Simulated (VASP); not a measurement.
Set up this calculation in VASP 6.6.1, as the native input.

```yaml
Task: single point
Functional: LDA
Potentials_or_basis: VASP PAW LDA potentials, release 64 (K_sv, F)
Cutoff: 520 eV
k_mesh: 8 × 8 × 8
Occupations: gaussian, width 0.05 eV
Spin: no spin polarisation
Dipole_correction: no
Further_INCAR_settings: ALGO = Normal; EDIFF = 1e-06; NBANDS = 15
```

The structure of KF lies in POSCAR:

```
KF
1.0
    0.0848176934      2.6654777359      2.6654777359
    2.6654777359      0.0848176934      2.6654777359
    2.6654777359      2.6654777359      0.0848176934
K F
1 1
Direct
    0.0000000000      0.0000000000      0.0000000000
    0.5000000000      0.5000000000      0.5000000000
```

The cell isn't the ideal one: volume 18.034 Å^3 an atom, length along [111] over the lengths across it, relative to the cubic cell 1.0493.

One way to write it, as run:

INCAR

```
PREC = Accurate
ENCUT = 520
EDIFF = 1E-6
ISMEAR = 0
SIGMA = 0.05
LREAL = False
LASPH = True
NELM = 60
ALGO = Normal
ISIF = 2
LWAVE = False
LCHARG = True
GGA = CA
LELF = True
LVHAR = True
NBANDS = 15
```

KPOINTS

```
Automatic mesh
0
Gamma
  8 8 8
```

Potentials or basis: VASP PAW LDA potentials, release 64 (K_sv, F).

Command:

```sh
$ cat potpaw_LDA.64/K_sv/POTCAR potpaw_LDA.64/F/POTCAR > POTCAR
$ mpirun -np 1 vasp_std > vasp.out
```

Results of the run:

The pressure is -1.7 GPa and the band gap on the k mesh is 6.06 eV, direct.

Run time: 24 s on 1 thread of Intel(R) Xeon(R) Platinum 8488C (Sapphire Rapids) (shared host), peak memory 0.16 GiB.
